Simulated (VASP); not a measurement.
# A point defect in a supercell of SrCl2, part 6 of 7

How easily does a point defect form in SrCl2? The host is relaxed first, then a supercell is run with and without the defect. The start is a cell from a database of measured crystal structures.

VASP 6.6.1, plane waves and PAW; the level of theory is named at each step.

So far. Step 6 (Relaxing the atoms): The run ended after 3 ionic steps, 0.000 eV below its first step, once the forces on the free atoms met EDIFFG = -0.03. Step 6 (Relaxing the atoms): Energy at zero smearing: -3.56874 eV.

### 9. The defect cell, charge -1

Level of this step: PBE, spin-polarised, with small moments to start from; plane waves and PAW (Cu, Sr_sv, Cl) (VASP).

This cell carries charge -1, set by NELECT and balanced by a uniform background.

Contents of INCAR:

```
SYSTEM = Sr7CuCl16
PREC = Normal
ENCUT = 300
EDIFF = 1E-05
NELM = 120
ISMEAR = 0
SIGMA = 0.05
LREAL = Auto
ALGO = Fast
GGA = PE
NELECT = 194
NBANDS = 135
ISPIN = 2
MAGMOM = 0.6 0 0 0 0 0 0 0 0 0 0 0.6 0 0 0 0.6 0 0 0 0 0.6 0 0 0
LASPH = .TRUE.
LMAXMIX = 4
LORBIT = 11
LWAVE = True
LCHARG = .FALSE.
NCORE = 4
IBRION = 2
NSW = 50
ISIF = 2
EDIFFG = -0.03
POTIM = 0.4
MAXMIX = 40
ISYM = 0
```

Contents of POSCAR:

```
Sr7CuCl16
1.0
    0.0000000000      7.0486791038      7.0486791038
    7.0486791038      0.0000000000      7.0486791038
    7.0486791038      7.0486791038      0.0000000000
Cu Sr Cl
1 7 16
Direct
    0.0008141700      0.0019115400      0.9986235800
    0.0000000000      0.0000000000      0.5000000000
    0.0000000000      0.5000000000      0.0000000000
    0.0000000000      0.5000000000      0.5000000000
    0.5000000000      0.0000000000      0.0000000000
    0.5000000000      0.0000000000      0.5000000000
    0.5000000000      0.5000000000      0.0000000000
    0.5000000000      0.5000000000      0.5000000000
    0.3750000000      0.3750000000      0.3750000000
    0.3750000000      0.3750000000      0.8750000000
    0.3750000000      0.8750000000      0.3750000000
    0.3750621100      0.8764504000      0.8758515000
    0.8750000000      0.3750000000      0.3750000000
    0.8723642400      0.3840791900      0.8722770300
    0.8743613500      0.8767642000      0.3789640000
    0.8829423400      0.8754007400      0.8732631600
    0.1247251600      0.1267958900      0.1308720800
    0.1289589100      0.1238351200      0.6210221300
    0.1294973300      0.6223322200      0.1221843600
    0.1250000000      0.6250000000      0.6250000000
    0.6271408300      0.1302621200      0.1178803600
    0.6250000000      0.1250000000      0.6250000000
    0.6250000000      0.6250000000      0.1250000000
    0.6250000000      0.6250000000      0.6250000000
```

Contents of KPOINTS:

```
Automatic mesh
0
Gamma
2 2 2
0 0 0
```

PAW data sets: Cu, Sr_sv and Cl (PBE family, release 64).

Launch:

```sh
$ mpirun -np 4 vasp_std
```

What it wrote:

```text
[... set-up lines as in an earlier step ...]
 entering main loop
       N       E                     dE             d eps       ncg     rms          rms(c)
DAV:   1     0.122562098148E+04    0.12256E+04   -0.64194E+04  4320   0.843E+02
DAV:   2     0.305935122944E+02   -0.11950E+04   -0.11351E+04  5128   0.244E+02
DAV:   3    -0.911029877344E+02   -0.12170E+03   -0.12000E+03  5640   0.783E+01
DAV:   4    -0.979734344887E+02   -0.68704E+01   -0.68431E+01  7416   0.245E+01
DAV:   5    -0.984020545519E+02   -0.42862E+00   -0.42832E+00  7072   0.321E+00BRMIX: very serious problems
 the old and the new charge density differ
 old charge density:   193.00000 new  193.99995
    0.342E+01
RMM:   6    -0.951573334762E+02    0.32447E+01   -0.71431E+00  4440   0.534E+00    0.203E+01
RMM:   7    -0.953648465537E+02   -0.20751E+00   -0.73835E+00  5254   0.583E+00    0.744E+00
RMM:   8    -0.954477027906E+02   -0.82856E-01   -0.63781E-01  5961   0.214E+00    0.280E+00
RMM:   9    -0.954199452858E+02    0.27758E-01   -0.32302E-01  5395   0.111E+00    0.109E+00
RMM:  10    -0.954246194142E+02   -0.46741E-02   -0.62000E-02  6623   0.540E-01    0.528E-01
RMM:  11    -0.954287656575E+02   -0.41462E-02   -0.31970E-02  6810   0.300E-01    0.300E-01
RMM:  12    -0.954332845357E+02   -0.45189E-02   -0.27555E-02  7016   0.235E-01    0.810E-02
RMM:  13    -0.954348907320E+02   -0.16062E-02   -0.13053E-02  7034   0.183E-01    0.899E-02
RMM:  14    -0.954361820443E+02   -0.12913E-02   -0.12380E-02  6986   0.148E-01    0.566E-02
WARNING in EDDRMM: call to ZHEGV failed, returncode =   8  4     63
RMM:  15    -0.954369322297E+02   -0.75019E-03   -0.70130E-03  7043   0.131E-01    0.230E-02
RMM:  16    -0.954375285735E+02   -0.59634E-03   -0.64136E-03  6805   0.115E-01    0.194E-02
RMM:  17    -0.954379591293E+02   -0.43056E-03   -0.45540E-03  6848   0.996E-02    0.212E-02
RMM:  18    -0.954383479875E+02   -0.38886E-03   -0.40577E-03  6702   0.885E-02    0.339E-02
RMM:  19    -0.954386311555E+02   -0.28317E-03   -0.28664E-03  6701   0.783E-02    0.342E-02
RMM:  20    -0.954388389887E+02   -0.20783E-03   -0.21959E-03  6602   0.691E-02    0.371E-02
RMM:  21    -0.954389986701E+02   -0.15968E-03   -0.16663E-03  6585   0.620E-02    0.373E-02
RMM:  22    -0.954391211010E+02   -0.12243E-03   -0.12842E-03  6413   0.554E-02    0.367E-02
WARNING in EDDRMM: call to ZHEGV failed, returncode =   8  4     64
RMM:  23    -0.954392114306E+02   -0.90330E-04   -0.99783E-04  6322   0.507E-02    0.323E-02
RMM:  24    -0.954392851166E+02   -0.73686E-04   -0.79906E-04  6157   0.461E-02    0.255E-02
RMM:  25    -0.954393378102E+02   -0.52694E-04   -0.59277E-04  5992   0.422E-02    0.244E-02
RMM:  26    -0.954393862104E+02   -0.48400E-04   -0.52545E-04  5666   0.386E-02    0.198E-02
[...]
RMM:  31    -0.954395076096E+02   -0.14166E-04   -0.15164E-04  4701   0.238E-02    0.611E-03
[...]
WARNING in EDDRMM: call to ZHEGV failed, returncode =   8  4     83
   7 F= -.95479894E+02 E0= -.95479894E+02  d E =-.514700E-02  mag=    -0.0000
[...]
WARNING in EDDRMM: call to ZHEGV failed, returncode =   6  3     52
[...]
WARNING in EDDRMM: call to ZHEGV failed, returncode =   8  4     72
WARNING in EDDRMM: call to ZHEGV failed, returncode =   6  3     55
WARNING in EDDRMM: call to ZHEGV failed, returncode =   6  3     84
WARNING in EDDRMM: call to ZHEGV failed, returncode =   8  4     87
WARNING in EDDRMM: call to ZHEGV failed, returncode =   6  3     87
[...]
WARNING in EDDRMM: call to ZHEGV failed, returncode =   8  4     56
[...]
WARNING in EDDRMM: call to ZHEGV failed, returncode =   8  4     91
WARNING in EDDRMM: call to ZHEGV failed, returncode =   8  4     68
WARNING in EDDRMM: call to ZHEGV failed, returncode =   8  4     36
[...]
WARNING in EDDRMM: call to ZHEGV failed, returncode =   8  4     66
WARNING in EDDRMM: call to ZHEGV failed, returncode =   8  4     38
WARNING in EDDRMM: call to ZHEGV failed, returncode =   8  4     67
WARNING in EDDRMM: call to ZHEGV failed, returncode =   6  3     51
[...]
WARNING in EDDRMM: call to ZHEGV failed, returncode =   6  3     83
   8 F= -.95479299E+02 E0= -.95479299E+02  d E =-.455159E-02  mag=    -0.0000
[...]
WARNING in EDDRMM: call to ZHEGV failed, returncode =   8  4     64
   9 F= -.95480858E+02 E0= -.95480858E+02  d E =-.611061E-02  mag=    -0.0000
  10 F= -.95482586E+02 E0= -.95482586E+02  d E =-.172844E-02  mag=     0.0000
[...]
WARNING in EDDRMM: call to ZHEGV failed, returncode =   8  4     90
  11 F= -.95488121E+02 E0= -.95488121E+02  d E =-.726364E-02  mag=     0.0000
[...]
WARNING in EDDRMM: call to ZHEGV failed, returncode =   8  4     65
[...]
WARNING in EDDRMM: call to ZHEGV failed, returncode =   8  4     88
WARNING in EDDRMM: call to ZHEGV failed, returncode =   6  3     46
WARNING in EDDRMM: call to ZHEGV failed, returncode =   8  4     44
[...]
WARNING in EDDRMM: call to ZHEGV failed, returncode =   6  3     57
  12 F= -.95501242E+02 E0= -.95501242E+02  d E =-.203838E-01  mag=     0.0000
[...]
WARNING in EDDRMM: call to ZHEGV failed, returncode =   6  3     45
WARNING in EDDRMM: call to ZHEGV failed, returncode =   8  4     79
WARNING in EDDRMM: call to ZHEGV failed, returncode =   8  4     54
[...]
WARNING in EDDRMM: call to ZHEGV failed, returncode =   8  4     87
[...]
WARNING in EDDRMM: call to ZHEGV failed, returncode =   8  4     47
WARNING in EDDRMM: call to ZHEGV failed, returncode =   6  3     46
[...]
WARNING in EDDRMM: call to ZHEGV failed, returncode =   6  3     89
[...]
WARNING in EDDRMM: call to ZHEGV failed, returncode =   6  3     68
WARNING in EDDRMM: call to ZHEGV failed, returncode =   8  4     69
WARNING in EDDRMM: call to ZHEGV failed, returncode =   6  3     70
  13 F= -.95531935E+02 E0= -.95531935E+02  d E =-.510776E-01  mag=    -0.0000
[...]
hard stop encountered!  aborting job ...
[...]
soft stop encountered!  aborting job ...
  14 F= -.95548949E+02 E0= -.95548949E+02  d E =-.186326E-19  mag=    -0.0000
 writing wavefunctions
 deleting file STOPCAR
```

Elapsed: 50 min, on 4 MPI ranks of Intel Xeon Platinum 8259CL at 2.50GHz (Skylake/Cascade Lake), shared host; peak memory 0.98 GiB.

The steps of the relaxation:

| step | energy less that of the first step (eV) | largest force (eV/Å) |
| --- | --- | --- |
| 1 | 0.0000 | 0.1633 |
| 2 | -0.0111 | 0.1393 |
| 3 | -0.0310 | 0.0747 |
| 4 | -0.0215 | 0.1502 |
| 5 | -0.0352 | 0.0661 |
| 6 | -0.0369 | 0.0753 |
| 7 | -0.0404 | 0.1018 |
| 8 | -0.0398 | 0.1367 |
| 9 | -0.0413 | 0.1197 |
| 10 | -0.0431 | 0.1301 |
| 11 | -0.0486 | 0.1812 |
| 12 | -0.0617 | 0.2679 |
| 13 | -0.0924 | 0.4188 |

The atoms that moved most (Å):

| atom | dx | dy | dz | length |
| --- | --- | --- | --- | --- |
| Cu1 | -0.246 | -0.210 | -0.125 | 0.347 |
| Cl21 | 0.038 | 0.105 | -0.053 | 0.124 |
| Cl14 | -0.076 | 0.072 | -0.050 | 0.116 |
| Cl12 | 0.007 | -0.070 | -0.072 | 0.100 |
| Cl16 | 0.089 | 0.000 | -0.036 | 0.096 |
| Cl18 | 0.085 | -0.028 | -0.023 | 0.092 |
| Cl9 | 0.013 | 0.052 | 0.070 | 0.088 |
| Cl19 | 0.039 | 0.030 | -0.065 | 0.082 |

Final coordinates:

```
Cu Sr Cl
1.0
     0.00000    7.04868    7.04868
     7.04868    0.00000    7.04868
     7.04868    7.04868    0.00000
Cu Sr Cl
1 7 16
Direct
  0.99451 0.99054 0.97509
  0.00205 0.00314 0.49481
  0.00322 0.49951 0.00058
  0.00085 0.50419 0.50056
  0.49772 0.00480 0.99990
  0.50267 0.00247 0.50114
  0.50243 0.50006 0.00062
  0.50112 0.50003 0.49916
  0.38273 0.37720 0.37470
  0.37955 0.37671 0.87414
  0.37527 0.87853 0.37471
  0.36453 0.87684 0.87645
  0.87033 0.37736 0.37591
  0.87930 0.36999 0.87553
  0.87879 0.87007 0.37607
  0.87409 0.87919 0.88207
  0.12684 0.12881 0.12295
  0.11930 0.13019 0.62673
  0.12418 0.61838 0.13171
  0.12772 0.63173 0.62373
  0.62818 0.12173 0.13179
  0.63010 0.12079 0.62615
  0.62732 0.62910 0.11954
  0.62307 0.62647 0.62691
```

The stop cut the electronic loop of the last step short, so that step is set aside; the step before it may be unsound too where the loop had begun to diverge.

The run met its time limit with a largest force of 0.42 eV/Å at its last finished step, so it is continued.

### 10. Going on with the relaxation, charge -1

This cell carries charge -1, set by NELECT and balanced by a uniform background.

INCAR: that of step 9 with these lines changed.

```diff
@@ -24,3 +24,3 @@
 EDIFFG = -0.03
-POTIM = 0.4
+POTIM = 0.25
 MAXMIX = 40
```

Contents of POSCAR:

```
Sr7CuCl16
1.0
    0.0000000000      7.0486791038      7.0486791038
    7.0486791038      0.0000000000      7.0486791038
    7.0486791038      7.0486791038      0.0000000000
Cu Sr Cl
1 7 16
Direct
    0.9945131318      0.9905436633      0.9750880641
    0.0020498119      0.0031412179      0.4948054987
    0.0032173096      0.4995082416      0.0005780562
    0.0008524205      0.5041948983      0.5005562148
    0.4977236643      0.0047993242      0.9999004571
    0.5026676010      0.0024658454      0.5011394061
    0.5024319090      0.5000627023      0.0006204657
    0.5011214064      0.5000330046      0.4991639515
    0.3827289492      0.3772000826      0.3747037467
    0.3795457900      0.3767051471      0.8741420829
    0.3752656488      0.8785317294      0.3747120014
    0.3645254587      0.8768359653      0.8764530223
    0.8703285682      0.3773558884      0.3759078383
    0.8792956027      0.3699894219      0.8755297062
    0.8787901155      0.8700687688      0.3760660095
    0.8740934799      0.8791913572      0.8820666262
    0.1268440275      0.1288119516      0.1229509901
    0.1193021721      0.1301884177      0.6267280322
    0.1241758394      0.6183778220      0.1317132792
    0.1277215882      0.6317345391      0.6237276488
    0.6281797350      0.1217264586      0.1317882563
    0.6301011268      0.1207897378      0.6261491010
    0.6273187323      0.6291035748      0.1195392395
    0.6230723513      0.6264716602      0.6269085053
```

KPOINTS is that of step 9.

Launch:

```sh
$ mpirun -np 4 vasp_std
```

What it wrote:

```text
[... set-up lines as in an earlier step ...]
 entering main loop
       N       E                     dE             d eps       ncg     rms          rms(c)
DAV:   1     0.121929398527E+04    0.12193E+04   -0.63582E+04  4352   0.845E+02
DAV:   2     0.300940806343E+02   -0.11892E+04   -0.11293E+04  5152   0.245E+02
DAV:   3    -0.910015031015E+02   -0.12110E+03   -0.11946E+03  5656   0.786E+01
DAV:   4    -0.980080337596E+02   -0.70065E+01   -0.69802E+01  7408   0.245E+01
DAV:   5    -0.984551102920E+02   -0.44708E+00   -0.44677E+00  7088   0.327E+00BRMIX: very serious problems
 the old and the new charge density differ
 old charge density:   193.00000 new  194.00000
    0.340E+01
RMM:   6    -0.952388571539E+02    0.32163E+01   -0.71702E+00  4447   0.544E+00    0.201E+01
RMM:   7    -0.954623114938E+02   -0.22345E+00   -0.76617E+00  5297   0.610E+00    0.749E+00
RMM:   8    -0.955434390367E+02   -0.81128E-01   -0.75808E-01  6010   0.229E+00    0.290E+00
RMM:   9    -0.955113542556E+02    0.32085E-01   -0.34237E-01  5373   0.124E+00    0.112E+00
[...]
RMM:  20    -0.955313080779E+02   -0.19981E-03   -0.20949E-03  6808   0.748E-02    0.376E-02
RMM:  21    -0.955314679631E+02   -0.15989E-03   -0.16631E-03  6753   0.667E-02    0.403E-02
RMM:  22    -0.955315870188E+02   -0.11906E-03   -0.12285E-03  6705   0.598E-02    0.419E-02
WARNING in EDDRMM: call to ZHEGV failed, returncode =   6  3     91
RMM:  23    -0.955316803159E+02   -0.93297E-04   -0.10096E-03  6667   0.543E-02    0.414E-02
RMM:  24    -0.955317514195E+02   -0.71104E-04   -0.75205E-04  6580   0.493E-02    0.361E-02
WARNING in EDDRMM: call to ZHEGV failed, returncode =   6  3     77
WARNING in EDDRMM: call to ZHEGV failed, returncode =   8  4     54
RMM:  25    -0.955318011630E+02   -0.49744E-04   -0.59162E-04  6430   0.450E-02    0.332E-02
RMM:  26    -0.955318472196E+02   -0.46057E-04   -0.50915E-04  6160   0.410E-02    0.325E-02
WARNING in EDDRMM: call to ZHEGV failed, returncode =   6  3     69
RMM:  27    -0.955318819651E+02   -0.34746E-04   -0.37720E-04  6224   0.385E-02    0.321E-02
WARNING in EDDRMM: call to ZHEGV failed, returncode =   6  3     74
WARNING in EDDRMM: call to ZHEGV failed, returncode =   6  3     72
RMM:  28    -0.955319115306E+02   -0.29565E-04   -0.31295E-04  5742   0.335E-02    0.340E-02
RMM:  29    -0.955319342994E+02   -0.22769E-04   -0.24086E-04  5605   0.312E-02    0.360E-02
RMM:  30    -0.955319525404E+02   -0.18241E-04   -0.19682E-04  5156   0.280E-02    0.377E-02
RMM:  31    -0.955319671565E+02   -0.14616E-04   -0.15571E-04  5056   0.262E-02    0.393E-02
WARNING in EDDRMM: call to ZHEGV failed, returncode =   6  3     72
RMM:  32    -0.955319786084E+02   -0.11452E-04   -0.12441E-04  4733   0.236E-02    0.406E-02
RMM:  33    -0.955319877570E+02   -0.91486E-05   -0.99883E-05  4584   0.223E-02
[...]
WARNING in EDDRMM: call to ZHEGV failed, returncode =   6  3     45
[...]
WARNING in EDDRMM: call to ZHEGV failed, returncode =   6  3     75
[...]
WARNING in EDDRMM: call to ZHEGV failed, returncode =   8  4     61
WARNING in EDDRMM: call to ZHEGV failed, returncode =   6  3     55
[...]
WARNING in EDDRMM: call to ZHEGV failed, returncode =   6  3     58
   5 F= -.95673272E+02 E0= -.95673272E+02  d E =-.141284E+00  mag=    -0.0000
[...]
WARNING in EDDRMM: call to ZHEGV failed, returncode =   6  3     51
   6 F= -.95677962E+02 E0= -.95677962E+02  d E =-.145974E+00  mag=     0.0000
   7 F= -.95705185E+02 E0= -.95705185E+02  d E =-.272224E-01  mag=    -0.0000
[...]
WARNING in EDDRMM: call to ZHEGV failed, returncode =   6  3     86
   8 F= -.95729511E+02 E0= -.95729511E+02  d E =-.515492E-01  mag=     0.0000
[...]
WARNING in EDDRMM: call to ZHEGV failed, returncode =   8  4     74
[...]
WARNING in EDDRMM: call to ZHEGV failed, returncode =   6  3     90
[...]
WARNING in EDDRMM: call to ZHEGV failed, returncode =   8  4     75
[...]
WARNING in EDDRMM: call to ZHEGV failed, returncode =   6  3     48
[...]
WARNING in EDDRMM: call to ZHEGV failed, returncode =   6  3     73
   9 F= -.95695143E+02 E0= -.95695143E+02  d E =-.171805E-01  mag=     0.0000
  10 F= -.95733228E+02 E0= -.95733228E+02  d E =-.552657E-01  mag=     0.0000
  11 F= -.95771547E+02 E0= -.95771547E+02  d E =-.383187E-01  mag=     0.0000
[...]
WARNING in EDDRMM: call to ZHEGV failed, returncode =   6  3     81
[...]
WARNING in EDDRMM: call to ZHEGV failed, returncode =   8  4     66
[...]
WARNING in EDDRMM: call to ZHEGV failed, returncode =   6  3     54
WARNING in EDDRMM: call to ZHEGV failed, returncode =   6  3     69
WARNING in EDDRMM: call to ZHEGV failed, returncode =   6  3     67
[...]
WARNING in EDDRMM: call to ZHEGV failed, returncode =   8  4     82
WARNING in EDDRMM: call to ZHEGV failed, returncode =   8  4     94
[...]
WARNING in EDDRMM: call to ZHEGV failed, returncode =   6  3     78
[...]
WARNING in EDDRMM: call to ZHEGV failed, returncode =   6  3     64
  12 F= -.95825856E+02 E0= -.95825856E+02  d E =-.926283E-01  mag=     0.0000
[...]
WARNING in EDDRMM: call to ZHEGV failed, returncode =   8  4     54
  13 F= -.95872195E+02 E0= -.95872195E+02  d E =-.463387E-01  mag=     0.0000
[...]
WARNING in EDDRMM: call to ZHEGV failed, returncode =   8  4     74
[...]
WARNING in EDDRMM: call to ZHEGV failed, returncode =   8  4     53
[...]
WARNING in EDDRMM: call to ZHEGV failed, returncode =   6  3     56
[...]
WARNING in EDDRMM: call to ZHEGV failed, returncode =   6  3     63
WARNING in EDDRMM: call to ZHEGV failed, returncode =   6  3     65
[...]
WARNING in EDDRMM: call to ZHEGV failed, returncode =   6  3     79
  14 F= -.95928916E+02 E0= -.95928916E+02  d E =-.103060E+00  mag=     0.0000
[...]
hard stop encountered!  aborting job ...
[...]
soft stop encountered!  aborting job ...
  15 F= -.95919074E+02 E0= -.95919074E+02  d E =-.148664E-12  mag=    -0.0000
 writing wavefunctions
 deleting file STOPCAR
```

Wall time 50 min (4 MPI ranks); peak memory 0.98 GiB.

The run was stopped at its time limit, so it gives no result of its own.

(Part 6 of 7 ends here.)

[Lines on the potential files, build, host, timing and source positions are cut from VASP's logs without a mark.]

[Logs are printed without paths, hosts, clocks, repeated set-up lines and the standing remarks that a program may print on its own settings, such as how far it seeks lower states.]

[Hosts, paths, dates, database ids (printed as entryN), source tags and the programs' standing remarks are cut or masked in the printed files.]

[In band tables of VASP the shares of atoms and orbitals are scaled to a sum of 1 inside the atoms' spheres.]

[Runs that stopped without an error message from VASP are left out.]
